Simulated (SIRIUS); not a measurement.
Here is a SIRIUS 7.12.0 calculation.

Contents of sirius.json:

```json
{
  "control": {
    "processing_unit": "cpu",
    "std_evp_solver_name": "lapack",
    "gen_evp_solver_name": "lapack",
    "verbosity": 2,
    "print_forces": true,
    "ortho_rf": true,
    "use_second_variation": true,
    "rmt_max": 3.0,
    "num_bands_to_print": 24,
    "save_wf": true
  },
  "parameters": {
    "electronic_structure_method": "full_potential_lapwlo",
    "xc_functionals": ["XC_LDA_X", "XC_LDA_C_PW"],
    "core_relativity": "dirac",
    "valence_relativity": "iora",
    "num_fv_states": 43,
    "smearing": "fermi_dirac",
    "smearing_width": 0.0018374661,
    "pw_cutoff": 20,
    "gk_cutoff": 3.48,
    "lmax_apw": 10,
    "lmax_rho": 8,
    "lmax_pot": 8,
    "num_mag_dims": 1,
    "auto_rmt": 0,
    "ngridk": [9, 9, 2],
    "shiftk": [0, 0, 0],
    "num_dft_iter": 80,
    "energy_tol": 1e-07,
    "density_tol": 1e-05,
    "use_symmetry": true
  },
  "settings": {"tol_ne": 1e-10},
  "iterative_solver": {"type": "exact"},
  "mixer": {"type": "anderson", "beta": 0.4, "max_history": 8},
  "unit_cell": {
    "lattice_vectors": [[6.7278649584, 0.0, 0.0], [-3.3639324792, 5.8265019672, 0.0], [0.0, 0.0, 33.1156698719]],
    "atom_types": ["Mo", "Te"],
    "atom_files": {"Mo": "Mo.json", "Te": "Te.json"},
    "atoms": {
      "Mo": [[0.0, 0.0, 0.0, 0.0, 0.0, 1.0]],
      "Te": [
        [0.3333333333, 0.6666666667, 0.10214455, 0.0, 0.0, 0.0],
        [0.3333333333, 0.6666666667, 0.89785545, 0.0, 0.0, 0.0]
      ]
    }
  }
}
```

File Mo.json:

```json
{
  "name": "molybdenum",
  "symbol": "Mo",
  "number": 42,
  "mass": 95.96,
  "rmin": 1e-06,
  "rmt": 2.53,
  "nrmt": 800,
  "rinf": 17.03,
  "core": "1s2s2p3s3p3d",
  "valence": [
    {"basis": [{"enu": -0.21, "dme": 0, "n": 0, "auto": 0}, {"enu": -0.21, "dme": 1, "n": 0, "auto": 0}]},
    {"l": 0, "n": 1, "basis": [{"enu": -0.11, "dme": 0, "n": 0, "auto": 0}]},
    {"l": 1, "n": 2, "basis": [{"enu": -0.11, "dme": 0, "n": 0, "auto": 0}]},
    {"l": 2, "n": 3, "basis": [{"enu": -0.11, "dme": 0, "n": 0, "auto": 0}]},
    {"l": 3, "n": 4, "basis": [{"enu": -0.11, "dme": 0, "n": 0, "auto": 0}]}
  ],
  "lo": [
    {"l": 0, "basis": [{"enu": -0.11, "dme": 0, "n": 0, "auto": 0}, {"enu": -0.11, "dme": 1, "n": 0, "auto": 0}]},
    {
      "l": 0,
      "basis": [{"enu": -2.3259, "dme": 0, "n": 4, "auto": 1}, {"enu": -2.3259, "dme": 1, "n": 4, "auto": 1}]
    },
    {
      "l": 0,
      "basis": [{"enu": -2.3259, "dme": 1, "n": 4, "auto": 1}, {"enu": -0.11, "dme": 0, "n": 0, "auto": 0}]
    },
    {
      "l": 0,
      "basis": [{"enu": -0.11, "dme": 0, "n": 0, "auto": 0}, {"enu": 2.3896, "dme": 0, "n": 0, "auto": 0}]
    },
    {"l": 1, "basis": [{"enu": -0.11, "dme": 0, "n": 0, "auto": 0}, {"enu": -0.11, "dme": 1, "n": 0, "auto": 0}]},
    {
      "l": 1,
      "basis": [{"enu": -1.3813, "dme": 0, "n": 4, "auto": 1}, {"enu": -1.3813, "dme": 1, "n": 4, "auto": 1}]
    },
    {
      "l": 1,
      "basis": [{"enu": -1.3813, "dme": 1, "n": 4, "auto": 1}, {"enu": -0.11, "dme": 0, "n": 0, "auto": 0}]
    },
    {
      "l": 1,
      "basis": [{"enu": -0.11, "dme": 0, "n": 0, "auto": 0}, {"enu": 2.7646, "dme": 0, "n": 0, "auto": 0}]
    },
    {"l": 2, "basis": [{"enu": -0.11, "dme": 0, "n": 0, "auto": 0}, {"enu": -0.11, "dme": 1, "n": 0, "auto": 0}]},
    {"l": 2, "basis": [{"enu": -0.11, "dme": 1, "n": 0, "auto": 0}, {"enu": -0.11, "dme": 2, "n": 0, "auto": 0}]},
    {
      "l": 2,
      "basis": [{"enu": -0.11, "dme": 0, "n": 0, "auto": 0}, {"enu": 2.3272, "dme": 0, "n": 0, "auto": 0}]
    },
    {"l": 3, "basis": [{"enu": -0.11, "dme": 0, "n": 0, "auto": 0}, {"enu": -0.11, "dme": 1, "n": 0, "auto": 0}]},
    {
      "l": 3,
      "basis": [{"enu": -0.11, "dme": 0, "n": 0, "auto": 0}, {"enu": 2.6084, "dme": 0, "n": 0, "auto": 0}]
    }
  ],
  "free_atom": [... radial grid and density of the free atom, the start of the SCF ...]
}
```

Te.json

```json
{
  "name": "tellurium",
  "symbol": "Te",
  "number": 52,
  "mass": 127.6,
  "rmin": 1e-06,
  "rmt": 2.53,
  "nrmt": 800,
  "rinf": 14.28,
  "core": "1s2s2p3s3p3d",
  "valence": [
    {"basis": [{"enu": -0.21, "dme": 0, "n": 0, "auto": 0}, {"enu": -0.21, "dme": 1, "n": 0, "auto": 0}]},
    {"l": 0, "n": 1, "basis": [{"enu": -0.2291, "dme": 0, "n": 0, "auto": 0}]},
    {"l": 1, "n": 2, "basis": [{"enu": -0.11, "dme": 0, "n": 0, "auto": 0}]},
    {"l": 2, "n": 3, "basis": [{"enu": -0.11, "dme": 0, "n": 0, "auto": 0}]},
    {"l": 3, "n": 4, "basis": [{"enu": -0.11, "dme": 0, "n": 0, "auto": 0}]}
  ],
  "lo": [
    {
      "l": 0,
      "basis": [{"enu": -0.2291, "dme": 0, "n": 0, "auto": 0}, {"enu": -0.2291, "dme": 1, "n": 0, "auto": 0}]
    },
    {
      "l": 0,
      "basis": [{"enu": -5.8939, "dme": 0, "n": 4, "auto": 1}, {"enu": -5.8939, "dme": 1, "n": 4, "auto": 1}]
    },
    {
      "l": 0,
      "basis": [{"enu": -5.8939, "dme": 1, "n": 4, "auto": 1}, {"enu": -0.2291, "dme": 0, "n": 0, "auto": 0}]
    },
    {
      "l": 0,
      "basis": [{"enu": -0.2291, "dme": 0, "n": 0, "auto": 0}, {"enu": 2.2705, "dme": 0, "n": 0, "auto": 0}]
    },
    {"l": 1, "basis": [{"enu": -0.11, "dme": 0, "n": 0, "auto": 0}, {"enu": -0.11, "dme": 1, "n": 0, "auto": 0}]},
    {
      "l": 1,
      "basis": [{"enu": -4.076, "dme": 0, "n": 4, "auto": 1}, {"enu": -4.076, "dme": 1, "n": 4, "auto": 1}]
    },
    {
      "l": 1,
      "basis": [{"enu": -4.076, "dme": 1, "n": 4, "auto": 1}, {"enu": -0.11, "dme": 0, "n": 0, "auto": 0}]
    },
    {
      "l": 1,
      "basis": [{"enu": -0.11, "dme": 0, "n": 0, "auto": 0}, {"enu": 2.7646, "dme": 0, "n": 0, "auto": 0}]
    },
    {"l": 2, "basis": [{"enu": -0.11, "dme": 0, "n": 0, "auto": 0}, {"enu": -0.11, "dme": 1, "n": 0, "auto": 0}]},
    {
      "l": 2,
      "basis": [{"enu": -1.4202, "dme": 0, "n": 4, "auto": 1}, {"enu": -1.4202, "dme": 1, "n": 4, "auto": 1}]
    },
    {
      "l": 2,
      "basis": [{"enu": -1.4202, "dme": 1, "n": 4, "auto": 1}, {"enu": -0.11, "dme": 0, "n": 0, "auto": 0}]
    },
    {
      "l": 2,
      "basis": [{"enu": -0.11, "dme": 0, "n": 0, "auto": 0}, {"enu": 3.1395, "dme": 0, "n": 0, "auto": 0}]
    },
    {"l": 3, "basis": [{"enu": -0.11, "dme": 0, "n": 0, "auto": 0}, {"enu": -0.11, "dme": 1, "n": 0, "auto": 0}]},
    {
      "l": 3,
      "basis": [{"enu": -0.11, "dme": 0, "n": 0, "auto": 0}, {"enu": 2.6084, "dme": 0, "n": 0, "auto": 0}]
    }
  ],
  "free_atom": [... radial grid and density of the free atom, the start of the SCF ...]
}
```

The input sirius_start.json:

```json
{
  "control": {
    "processing_unit": "cpu",
    "std_evp_solver_name": "lapack",
    "gen_evp_solver_name": "lapack",
    "verbosity": 1,
    "print_forces": false,
    "ortho_rf": true,
    "use_second_variation": true,
    "rmt_max": 3.0,
    "num_bands_to_print": 24,
    "save_wf": false
  },
  "parameters": {
    "electronic_structure_method": "full_potential_lapwlo",
    "xc_functionals": ["XC_LDA_X", "XC_LDA_C_PW"],
    "core_relativity": "dirac",
    "valence_relativity": "iora",
    "num_fv_states": 43,
    "smearing": "fermi_dirac",
    "smearing_width": 0.0055123983,
    "pw_cutoff": 20,
    "gk_cutoff": 2.78,
    "lmax_apw": 10,
    "lmax_rho": 8,
    "lmax_pot": 8,
    "num_mag_dims": 1,
    "auto_rmt": 0,
    "ngridk": [4, 4, 1],
    "shiftk": [0, 0, 0],
    "num_dft_iter": 30,
    "energy_tol": 0.01,
    "density_tol": 0.05,
    "use_symmetry": true
  },
  "settings": {"tol_ne": 1e-10},
  "iterative_solver": {"type": "exact"},
  "mixer": {"type": "anderson", "beta": 0.4, "max_history": 8},
  "unit_cell": {
    "lattice_vectors": [[6.7278649584, 0.0, 0.0], [-3.3639324792, 5.8265019672, 0.0], [0.0, 0.0, 33.1156698719]],
    "atom_types": ["Mo", "Te"],
    "atom_files": {"Mo": "Mo.json", "Te": "Te.json"},
    "atoms": {
      "Mo": [[0.0, 0.0, 0.0, 0.0, 0.0, 1.0]],
      "Te": [
        [0.3333333333, 0.6666666667, 0.10214455, 0.0, 0.0, 0.0],
        [0.3333333333, 0.6666666667, 0.89785545, 0.0, 0.0, 0.0]
      ]
    }
  }
}
```

The input sirius_bands.json:

```json
{
  "control": {
    "processing_unit": "cpu",
    "std_evp_solver_name": "lapack",
    "gen_evp_solver_name": "lapack",
    "verbosity": 2,
    "print_forces": true,
    "ortho_rf": true,
    "use_second_variation": true,
    "rmt_max": 3.0,
    "num_bands_to_print": 24,
    "save_wf": true
  },
  "parameters": {
    "electronic_structure_method": "full_potential_lapwlo",
    "xc_functionals": ["XC_LDA_X", "XC_LDA_C_PW"],
    "core_relativity": "dirac",
    "valence_relativity": "iora",
    "num_fv_states": 43,
    "smearing": "fermi_dirac",
    "smearing_width": 0.0018374661,
    "pw_cutoff": 20,
    "gk_cutoff": 3.48,
    "lmax_apw": 10,
    "lmax_rho": 8,
    "lmax_pot": 8,
    "num_mag_dims": 1,
    "auto_rmt": 0,
    "ngridk": [9, 9, 2],
    "shiftk": [0, 0, 0],
    "num_dft_iter": 80,
    "energy_tol": 1e-07,
    "density_tol": 1e-05,
    "use_symmetry": true
  },
  "settings": {"tol_ne": 1e-10},
  "iterative_solver": {"type": "exact"},
  "mixer": {"type": "anderson", "beta": 0.4, "max_history": 8},
  "unit_cell": {
    "lattice_vectors": [[6.7278649584, 0.0, 0.0], [-3.3639324792, 5.8265019672, 0.0], [0.0, 0.0, 33.1156698719]],
    "atom_types": ["Mo", "Te"],
    "atom_files": {"Mo": "Mo.json", "Te": "Te.json"},
    "atoms": {
      "Mo": [[0.0, 0.0, 0.0, 0.0, 0.0, 1.0]],
      "Te": [
        [0.3333333333, 0.6666666667, 0.10214455, 0.0, 0.0, 0.0],
        [0.3333333333, 0.6666666667, 0.89785545, 0.0, 0.0, 0.0]
      ]
    }
  },
  "kpoints_rel": {
    "G": [0.0, 0.0, 0.0],
    "A": [0.0, 0.0, 0.5],
    "H": [0.3333333333, 0.3333333333, 0.5],
    "K": [0.3333333333, 0.3333333333, 0.0],
    "L": [0.5, 0.0, 0.5],
    "M": [0.5, 0.0, 0.0]
  },
  "kpoints_path": ["G", "M", "K", "G", "A", "L", "H", "A"]
}
```

Potentials or basis: all-electron FP-LAPW, apw+lo standard.

The run is started by

```bash
$ OMP_NUM_THREADS=1 sirius.scf --input=sirius_start.json --output=start.json
$ OMP_NUM_THREADS=1 sirius.scf --input=sirius.json --output=output.json --task=1
$ OMP_NUM_THREADS=1 sirius.scf --input=sirius_bands.json --output=bands_out.json --task=2
```

(1) Estimate the net moment.

(2) Predict the band gap along the path.

Answers

(1) 0.00 μB per cell.

(2) 1.04 eV, direct.

Caveat: spin-orbit coupling is left out, which moves the levels of the heavy elements.
